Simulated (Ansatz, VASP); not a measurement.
## V: VASP beside Ansatz

```
V
1.0
    -1.49851    1.49851    1.49847
     1.49851   -1.49851    1.49847
     1.49851    1.49851   -1.49847
V
1
Direct
  0.50000 0.50000 0.00000
```

Alike in both runs: functional PBE; k mesh 26 × 26 × 26; occupations gaussian, width 0.1 eV; no spin polarisation.

Ansatz relaxed the structure, and its values are those at the end. VASP's run is a single point on that final structure, the one shown.

|  | VASP | Ansatz |
| --- | --- | --- |
| version | VASP 6.6.1 | Ansatz 0.2.0 |
| potentials or method | VASP PAW PBE potentials, release 64 (V_sv) | scalar-relativistic, plane waves, PAW |
| plane-wave cutoff (eV) | 520 | 420 |
| valence electrons in the cell | 13 | 13 |

```tsv
	VASP	Ansatz	Ansatz less VASP
gap on the k mesh at the Fermi level (eV)	none	none	-
pressure (GPa)	0.4	0.0	-0.38
```

A gap of «none» marks a metal or a gap that the smearing closes. With one functional, cell and mesh, what is left measures potentials, basis and numerics.
